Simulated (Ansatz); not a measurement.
**Pressure series in InN**

The reference is InN in the zinc blende structure (space group F-43m, No. 216; a = 5.049 Å).

Cell and atoms are relaxed at each pressure.

All numbers come from Ansatz (a program for electronic structure), PBE, PAW, cutoff 420 eV, scalar-relativistic without spin-orbit coupling.

Notes on the quantities. enthalpy: H = E + PV relative to the base's energy.

| variant | enthalpy | volume per atom |
|---|---|---|
| base | – | 16.09 Å³ |
| pressure −2 GPa | -0.20 eV/atom | 16.37 Å³ |
| pressure −1 GPa | -0.10 eV/atom | 16.22 Å³ |
| pressure 0.3 GPa | +0.03 eV/atom | 16.05 Å³ |
| pressure 0.7 GPa | +0.07 eV/atom | ? |
| pressure 1.5 GPa | +0.15 eV/atom | 15.90 Å³ |
| pressure 3 GPa | +0.30 eV/atom | 15.72 Å³ |
| pressure 5 GPa | +0.49 eV/atom | 15.49 Å³ |
| pressure 7.5 GPa | +0.73 eV/atom | 15.24 Å³ |
| pressure 10 GPa | +0.97 eV/atom | 15.00 Å³ |

Question: What belongs in the blanks?

Answer: 
- pressure 0.7 GPa, volume per atom: 16.00 Å³

The mesh was chosen for an insulator and is coarse for the gapless case. Load acts through the strain it causes; cell and atoms are relaxed under it. Whether these cells are dynamically stable was not tested. Tetrahedral semiconductors of this kind turn to denser phases somewhere between about 1 and 50 GPa; those were not computed, so compressed cells here can lie past the real transition. The final runs are not spin-polarised. This is not the structure that InN has at room temperature and ambient pressure.
